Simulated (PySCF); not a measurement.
An unknown is described by computed data only.

Formula: C7H8O.

* Rotational structure: rotational constants A, B, C: 5.567, 1.472, 1.172 GHz [PBE0-D3(BJ)/def2-TZVP]
* Dipole: 1.38 D [PBE0/pcSseg-2]
* 1H NMR: chemical shifts (computed TMS as zero) by class: 7.37 (2 H), 6.88 (2 H), 4.00 (1 H), 2.34 (3 H) ppm [GIAO PBE0/pcSseg-2]
* NMR, other nuclei: isotropic shieldings of nuclei other than C and H, by class: 214 (1 O) ppm [GIAO PBE0/pcSseg-2]
* 13C NMR: chemical shifts (computed TMS as zero) by class: 165.8 (1 C), 140.2 (2 C), 138.5 (1 C), 121.9 (2 C), 23.1 (1 C) ppm [GIAO PBE0/pcSseg-2]

Gas-phase values; electronic properties from PySCF, density fitting. Levels stand in brackets. One conformer (not necessarily the lowest) at the PBE0-D3(BJ)/def2-TZVP geometry, without solvent, vibrations or thermal averaging. NMR values are class means; diastereotopic atoms form classes of their own.

Q: What is the compound? Reason from the data.

A: Numbering: `[CH3:1][c:2]1[cH:3][cH:4][c:5]([OH:6])[cH:7][cH:8]1`. Its formula, C7H8O, gives 4 degrees of unsaturation: 1 ring and 3 π bonds in the structure found (Kekulé form). 7 carbons fall into 5 classes; from least to most shielded: aromatic carbon bearing oxygen [C5] (165.8 ppm), aromatic CH carbon [C3/C8] (140.2 ppm, 2 C), substituted aromatic carbon [C2] (138.5 ppm), aromatic CH carbon [C4/C7] (121.9 ppm, 2 C, up to 2.2 ppm apart in this geometry), benzylic-type carbon [C1] (23.1 ppm). Hydrogen classes from least to most shielded: 2 H on 2 aromatic CH carbons, C3/C8 (7.37 ppm), 2 H on 2 aromatic CH carbons, C4/C7 (6.88 ppm), 1 H on a phenol-type oxygen, O6 (4.00 ppm), 3 H on a benzylic-type carbon, C1 (2.34 ppm). The other shieldings belong to: 214 ppm, phenol-type oxygen [O6]. By its constants the optimised geometry is an asymmetric top. Structure: p-cresol, `CC1=CC=C(O)C=C1`. Computed isomers that give other values at the same levels: `OCc1ccccc1` (rotational constant A: 4.892 GHz; this holds for the one conformer computed); `COc1ccccc1` (rotational constant A: 5.094 GHz; this holds for the one conformer computed); `Cc1ccccc1O` (13C chemical shifts (computed TMS as zero) by class: 166.7 (1 C), 140.1 (1 C), 138.5 (1 C), 128.1 (1 C), 128.0 (1 C), 122.8 (1 C), 17.2 (1 C) ppm). The assignments are read from this structure; whether some other isomer fits the data as well wasn't checked.

Conformer computed: `[CH3:1][c:2]1[cH:3][cH:4][c:5]([OH:6])[cH:7][cH:8]1`: H–O6–C5–C4 0°.
